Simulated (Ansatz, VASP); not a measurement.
## Two plane-wave programs on NaF

The input INCAR:

```
PREC = Accurate ; ENCUT = 520
EDIFF = 1E-7 ; ISMEAR = 0
SIGMA = 0.05 ; LREAL = F
LASPH = T ; NELM = 100
ALGO = Normal ; ISIF = 2
LWAVE = F ; LCHARG = F
GGA = PE ; NBANDS = 14
```

The input KPOINTS:

```
Automatic mesh
0
Gamma
  8 8 8
```

The input POSCAR:

```
NaF
1.0
    0.0000000000      2.3929990000      2.2884505000
    2.3929990000      0.0000000000      2.2884505000
    2.3929990000      2.3929990000      0.0000000000
Na F
1 1
Direct
    0.0000000000      0.0000000000      0.0000000000
    0.5000000000      0.5000000000      0.5000000000
```

Input for Ansatz:

```yaml
crystal:
  lattice:
    - [0.0, 2.392999, 2.2884505]
    - [2.392999, 0.0, 2.2884505]
    - [2.392999, 2.392999, 0.0]
  atoms:
    - { symbol: Na, position: [0.0, 0.0, 0.0] }
    - { symbol: F, position: [0.5, 0.5, 0.5] }
basis:
  ecutwfc: 420
kpoints:
  mp_grid: { grid: [8, 8, 8] }
hamiltonian:
  xc: pbe
scf:
  occupations: { method: gaussian, width: 0.05 }
output:
  forces: true
  stress: true
  eigenvalues: true
```

Change from the starting cell: strain +0.030 along x and y, -0.015 along z, atoms carried along.

Alike in both runs: task single point; functional PBE; k mesh 8 × 8 × 8; occupations gaussian, width 0.05 eV; no spin polarisation.

|  | VASP | Ansatz |
| --- | --- | --- |
| version | VASP 6.6.1 | Ansatz 0.2.0 |
| potentials or method | VASP PAW PBE potentials, release 64 (Na_pv, F) | scalar-relativistic, plane waves, PAW |
| plane-wave cutoff (eV) | 520 | 420 |
| valence electrons in the cell | 14 | 16 |

Ansatz gave:

```
gap on the k mesh at the Fermi level (eV)       : 6.04
least direct gap on the mesh (eV)               : 6.04
pressure (GPa)                                  : -0.2
largest component of the traceless stress (GPa) : 2.11
```

Task: Which values does VASP return?

Result: gap on the k mesh at the Fermi level (eV): 6.02; least direct gap on the mesh (eV): 6.02; pressure (GPa): -0.3; largest component of the traceless stress (GPa): 2.18.

The two sets of potentials don't hold the same shells in valence.
